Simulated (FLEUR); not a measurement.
TiAl3: equation of state with r2SCAN

TiAl3:

```xyz
4
Lattice="2.8397 0.0000 0.0000 0.0000 4.6813 0.0000 0.0000 0.0000 4.9007" Properties=species:S:1:pos:R:3 pbc="T T T"
Ti    0.0000    2.3406    0.8131
Al    0.0000    0.0000    4.0965
Al    1.4198    0.0000    1.6217
Al    1.4198    2.3406    3.2701
```

The cell comes from a database or a generator and needn't be the stable form of this composition.

```yaml
Program: FLEUR MaX-R8.1 (later development tree)
Task: equation of state
Functional: r2SCAN
Potentials_or_basis: all-electron
Basis: FLAPW
Kmax: 4.1 1/bohr
k_mesh: 9 × 6 × 6
Occupations: fermi-dirac, width 0.05 eV
Spin: no spin polarisation
```

```json
{
 "Equilibrium volume": "15.97 Å³/atom",
 "Bulk modulus at fixed shape and positions": "108 GPa"
}
```

Energy against volume, from the lowest point:
| volume (Å³/atom) | energy (meV/atom) |
| --- | --- |
| 15.310 | 7.95 |
| 15.635 | 0.46 |
| 16.287 | 0.00 |
| 16.938 | 15.86 |
| 17.264 | 28.93 |

Caveat: the meta-GGA is that of a development version, with a GGA for the radial functions and cores and without core tails; the cell was scaled at fixed shape and fractional positions, which overstates the stiffness of a crystal with free parameters, most of all of layers and chains.
